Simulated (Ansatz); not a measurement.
**TiAl3: enthalpy under pressure, worked through**

All numbers below come from Ansatz 0.2.0, DFT r2SCAN, scalar-relativistic, plane waves, PAW. Settings: 500 eV cutoff, 10×10×10 k-mesh, Gaussian smearing of 0.10 eV, no spin polarisation.

The relaxed crystal:

```
CELL_PARAMETERS angstrom
3.95567 0.00000 0.00000
0.00000 3.95567 0.00000
0.00000 0.00000 3.95567
ATOMIC_POSITIONS crystal
Ti 0.00000 0.00000 0.00000
Al 0.50000 0.50000 0.00000
Al 0.50000 0.00000 0.50000
Al 0.00000 0.50000 0.50000
```

Cell and atoms were relaxed at each target pressure within the start's symmetry (Pm-3m), at zero temperature; other phases can be more stable under pressure. H = E + PV with P the target; E is the free energy at the smearing used, whose derivative the pressure is, per atom and counted from zero pressure. The mesh named is that at zero pressure; some other pressures ran on another.

| P (GPa) | V (Å³/atom) | E − E0 (meV) | H − H0 (meV) |
| --- | --- | --- | --- |
| 0 | 15.474 | 0.0 | 0.0 |
| 1 | 15.350 | 0.4 | 96.2 |
| 4 | 14.975 | 6.1 | 380.0 |
| 12 | 14.187 | 44.5 | 1107.1 |
| 25 | 13.209 | 156.3 | 2217.4 |
| 50 | 11.926 | 449.4 | 4171.2 |
| 90 | 10.614 | 1009.8 | 6972.1 |

Question: Thermodynamics gives dH/dP = V along a relaxed path. Integrate V over P by the trapezoid rule and compare with the computed enthalpies.

Answer: With 1 eV/Å³ = 160.22 GPa, each step adds the mean volume times ΔP / 160.22:
| P (GPa) | ∫V dP (meV) | H − H0 (meV) | difference (meV) |
| --- | --- | --- | --- |
| 1 | 96.2 | 96.2 | 0.0 |
| 4 | 380.1 | 380.0 | 0.1 |
| 12 | 1108.2 | 1107.1 | 1.0 |
| 25 | 2219.6 | 2217.4 | 2.2 |
| 50 | 4180.6 | 4171.2 | 9.4 |
| 90 | 6994.3 | 6972.1 | 22.2 |

V(P) curves upward, so the trapezoid rule runs high; integrating a smooth curve through the same points puts that excess at about 22.9 meV at 90 GPa, against the 22.2 meV found.

Question: At 90 GPa, how much of the enthalpy change is stored energy and how much is the PV term?

Answer: E rises by 1010 meV/atom and PV is 90 × 10.614 / 160.22 = 5962 meV/atom, so PV makes 86 % of ΔH. So between rival structures at high pressure a small difference in volume can outweigh the difference in energy: 1 % of this volume is worth 59.6 meV/atom at this pressure.

Question: What bulk modulus do the lowest pressures give?

Answer: From the pressures that the runs reached, -0.95 GPa (15.603 Å³) and 0.94 GPa (15.350 Å³), B = −ΔP/Δln V = 1.89 / 0.0164 = 116 GPa, a mean over that range.

This form isn't the usual stable structure of the compound.